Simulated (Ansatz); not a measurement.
# In: the cost of one run

Method: DFT LDA, scalar-relativistic, plane waves, PAW, in Ansatz 0.2.0.

### 1 The system as given

The structure is cubic, space group F-43m (No. 216). Conventional cell: a = 5.603 Å, b = 5.603 Å, c = 5.603 Å, α = 90.00°, β = 90.00°, γ = 90.00°. Around Ga (site symmetry -43m) lie 4 As at 2.43 Å. As (site symmetry -43m) has 4 Ga at 2.43 Å as nearest neighbours.

Structure file:

```
CELL_PARAMETERS angstrom
0.00000 2.80169 2.80169
2.80169 0.00000 2.80169
2.80169 2.80169 0.00000
ATOMIC_POSITIONS crystal
Ga 0.00000 0.00000 0.00000
As 0.75000 0.75000 0.75000
```

It goes back to an entry of the Materials Project.

It is the result of an earlier relaxation at this level (volume 21.99 Å³/atom; gap on the mesh: 0.49 eV).

### 2 The second crystal, In

Symmetry: I4/mmm, No. 139, tetragonal system. The conventional cell has a = 3.389 Å, b = 3.389 Å, c = 4.595 Å, α = 90.00°, β = 90.00°, γ = 90.00°. In (site symmetry 4/mmm) has 12 In at 3.32 to 3.39 Å as nearest neighbours.

### 3 A first look at the start (In)

input.yaml

```yaml
crystal:
  lattice:
    - [-1.69470727, 1.69470727, 2.29737239]
    - [1.69470727, -1.69470727, 2.29737239]
    - [1.69470727, 1.69470727, -2.29737239]
  atoms:
    - { symbol: In, position: [0.0, 0.0, 0.0] }
basis:
  ecutwfc: 420
kpoints:
  mp_grid: { grid: [8, 8, 8] }
hamiltonian:
  xc: lda
scf:
  occupations: { method: gaussian, width: 0.1 }
output:
  forces: true
  stress: true
  eigenvalues: true
```

Launch:

```bash
$ ansatz run input.yaml --threads 8 --pin off --max-ram 20480MiB --backend cpu --events-out ev --progress --plain --runs-dir out
```

What time and memory should one allow on 8 threads of AMD EPYC (Zen 3), shared host?

About 1.4 s, with a peak of 0.32 GiB.
